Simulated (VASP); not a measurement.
InP:

```
In P
1.0
     0.00000    2.97915    2.97915
     2.97915    0.00000    2.97915
     2.97915    2.97915    0.00000
In P
1 1
Direct
  0.00000 0.00000 0.00000
  0.25000 0.25000 0.25000
```

Base run:

- Program: VASP 6.6.1
- Functional: PBE
- Potentials or basis: VASP PAW PBE potentials, release 64 (In_d, P)
- Cutoff: 520 eV
- k mesh: 6 × 6 × 6
- Occupations: gaussian, width 0.03 eV
- Spin: spin-orbit coupling, no magnetisation

Its results: pressure -0.1 GPa.

Task: The run is repeated on the same cell with these changes: functional from PBE to HSE06; k mesh from 6 × 6 × 6 to 4 × 4 × 4. What comes out?

Result: Pressure -2.0 GPa.

Several settings changed at once, so the effect can't be laid on one alone.

Caveats: some runs use coarse meshes; the PAW data sets were made with another functional, which shifts forces and pressure a little (some runs).
